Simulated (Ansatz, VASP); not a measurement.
**Cd in VASP and in Ansatz**

The input INCAR:

```
SYSTEM = Cd
PREC     = Accurate       ! precision mode
ENCUT    = 520            ! plane-wave cutoff, eV
EDIFF    = 1E-6           ! SCF threshold, eV
ISMEAR   = 0              ! smearing method
SIGMA    = 0.15           ! smearing width, eV
LREAL    = .False.        ! projectors in reciprocal space
LASPH    = .True.         ! aspherical terms in the spheres
NELM     = 100            ! most SCF steps
ALGO     = Fast           ! electronic algorithm
ISIF     = 2              ! what is computed and relaxed
LWAVE    = .False.        ! write WAVECAR
LCHARG   = .False.        ! write CHGCAR
GGA      = PS             ! functional
NBANDS   = 12             ! bands
```

File KPOINTS:

```
Automatic mesh
0
Gamma
  18 18 18
  0 0 0
```

The input POSCAR:

```
Cd
1.0
   -1.7843220000      1.8679174857      1.8679174857
    1.7843220000     -1.7007265143      1.7007265143
    1.7843220000      1.7007265143     -1.7007265143
Cd
1
Direct
    0.0000000000      0.0000000000      0.0000000000
```

Input for Ansatz:

```yaml
crystal:
  lattice:
    - [-1.784322, 1.8679174857, 1.8679174857]
    - [1.784322, -1.7007265143, 1.7007265143]
    - [1.784322, 1.7007265143, -1.7007265143]
  atoms:
    - { symbol: Cd, position: [0.0, 0.0, 0.0] }
basis:
  ecutwfc: 420
kpoints:
  mp_grid: { grid: [18, 18, 18] }
hamiltonian:
  xc: pbesol
scf:
  occupations: { method: gaussian, width: 0.15 }
output:
  forces: true
  stress: true
  eigenvalues: true
```

Change from the starting cell: strain +0.0937 x Voigt [0, 0, 0, 1, 0, 0], atoms carried along.

Alike in both runs: task single point; functional PBEsol; k mesh 18 × 18 × 18; occupations gaussian, width 0.15 eV; no spin polarisation.

|  | VASP | Ansatz |
| --- | --- | --- |
| version | VASP 6.6.1 | Ansatz 0.2.0 |
| potentials or method | VASP PAW PBE potentials, release 64 (Cd) | scalar-relativistic, plane waves, PAW |
| plane-wave cutoff (eV) | 520 | 420 |
| valence electrons in the cell | 12 | 20 |

|  | VASP | Ansatz | Ansatz less VASP |
| --- | --- | --- | --- |
| gap on the k mesh at the Fermi level (eV) | none | none | - |
| pressure (GPa) | -2.2 | -2.5 | -0.30 |
| largest component of the traceless stress (GPa) | 0.08 | 0.10 | +0.016 |

A gap of «none» marks a metal or a gap that the smearing closes. The two sets of potentials don't hold the same shells in valence.

Caveats: the PAW data sets were made with another functional, which shifts forces and pressure a little (VASP).
